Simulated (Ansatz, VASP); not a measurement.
# One calculation of Pb, two programs

```xyz
1
Lattice="3.3093 0.0000 0.0000 -1.6546 2.8659 0.0000 0.0000 0.0000 3.1524" Properties=species:S:1:pos:R:3 pbc="T T T"
Pb    0.0000    0.0000    0.0000
```

Alike in both runs: functional PBE; k mesh 13 × 13 × 12; occupations fermi-dirac, width 0.1 eV; no spin polarisation.

Ansatz relaxed the structure, and its values are those at the end. VASP's run is a single point on that final structure, the one shown.

|  | VASP | Ansatz |
| --- | --- | --- |
| version | VASP 6.6.1 | Ansatz 0.2.0 |
| potentials or method | VASP PAW PBE potentials, release 64 (Pb_d) | PAW with Ansatz's default frozen-core files, scalar-relativistic |
| plane-wave cutoff (eV) | 520 | 420 |
| valence electrons in the cell | 14 | 14 |

```tsv
	VASP	Ansatz	Ansatz less VASP
pressure (GPa)	4.8	4.9	+0.07
```

The runs have no spin-orbit coupling, so splittings on Pb are missing.
